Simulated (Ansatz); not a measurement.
Write the native input for Ansatz 0.2.0 that does the following.

```
Task                                : band structure
Functional                          : PBEsol
Potentials or basis                 : Ansatz PAW
Cutoff                              : 420 eV (not typed: the program's choice for these potentials)
k mesh                              : 5 × 5 × 5
Occupations                         : fermi-dirac, width 0.05 eV
Spin                                : no spin polarisation
Hubbard terms                       : Hf d U = 3.5 eV
Path                                : [["G", "Y", "H", "C", "E", "M1", "A", "X", "H1"], ["M", "D", "Z"], ["Y", "D"]]
Points for each segment of the path : 10
Hubbard projectors                  : ortho-atomic (the default)
Double counting                     : fll (the default)
```

HfO2:

```
Hf O
1.0
     5.11800    0.00000    0.00000
     0.00000    5.18570    0.00000
    -0.85866    0.00000    5.21387
Hf O
4 8
Cartesian
  0.8021 2.3870 3.6914
  3.0279 4.9798 4.1294
  3.4573 2.7987 1.5224
  1.2314 0.2059 1.0845
  -0.3473 0.8733 4.4146
  4.1773 3.4661 3.4062
  4.6066 4.3124 0.7993
  0.0821 1.7196 1.8076
  1.4549 3.8473 5.1101
  2.3751 1.2544 2.7107
  2.8045 1.3384 0.1038
  1.8842 3.9313 2.5032
```

One way to write it, as run:

input.yaml

```yaml
crystal:
  lattice:
    - [5.118, 0.0, 0.0]
    - [0.0, 5.1857, 0.0]
    - [-0.8586630598, 0.0, 5.2138671406]
  atoms:
    - { symbol: Hf, position: [0.2755, 0.4603, 0.708] }
    - { symbol: Hf, position: [0.7245, 0.9603, 0.792] }
    - { symbol: Hf, position: [0.7245, 0.5397, 0.292] }
    - { symbol: Hf, position: [0.2755, 0.0397, 0.208] }
    - { symbol: O, position: [0.0742, 0.1684, 0.8467] }
    - { symbol: O, position: [0.9258, 0.6684, 0.6533] }
    - { symbol: O, position: [0.9258, 0.8316, 0.1533] }
    - { symbol: O, position: [0.0742, 0.3316, 0.3467] }
    - { symbol: O, position: [0.4487, 0.7419, 0.9801] }
    - { symbol: O, position: [0.5513, 0.2419, 0.5199] }
    - { symbol: O, position: [0.5513, 0.2581, 0.0199] }
    - { symbol: O, position: [0.4487, 0.7581, 0.4801] }
hamiltonian:
  xc: pbesol
  pseudopotentials: { kind: paw }
  hubbard: { sites: [{ species: Hf, l: d, u_eff: 3.5 }] }
kpoints:
  mp_grid: { grid: [5, 5, 5] }
  band_path:
    path:
      - [[0.0, 0.0, 0.0], [0.0, 0.0, 0.5], [-0.4327310173, 0.0, 0.5726006525], [-0.5, 0.0, 0.5], [-0.5, 0.5, 0.5], [-0.5672689827, 0.5, 0.4273993475], [-0.5, 0.5, 0.0], [-0.5, 0.0, 0.0], [-0.5672689827, 0.0, 0.4273993475]]
      - [[-0.4327310173, 0.5, 0.5726006525], [0.0, 0.5, 0.5], [0.0, 0.5, 0.0]]
      - [[0.0, 0.0, 0.5], [0.0, 0.5, 0.5]]
    npoints: 10
scf:
  occupations: { method: fermi_dirac, width: 0.05 }
  n_extra_bands: 30
output:
  forces: true
  stress: true
  eigenvalues: true
  fatbands: false
```

Potentials or basis: Ansatz PAW.

Run with:

```sh
$ ansatz run input.yaml --threads 2 --pin off --max-ram 5120MiB --backend cpu --events-out ev --progress --plain --runs-dir out
```

It gave:

```yaml
Pressure: 3.2 GPa
Largest_force: 0.418 eV/Å
Band_gap_on_the_k_mesh: 4.70 eV, indirect (least direct gap 4.77 eV)
Band_gap_along_the_path: 4.65 eV, indirect (least direct gap 4.72 eV)
```

Caveat: the pressure holds a Pulay correction of +0.8 GPa for the finite cutoff; spin-orbit coupling is left out, which moves the levels of the heavy elements; the PAW data sets come from PBE, with cores solved anew for the run's functional, which leaves a small shift of forces and pressure.

Run time: 59 s on 2 threads of Arm Neoverse V1 (shared host), peak memory 1.6 GiB.
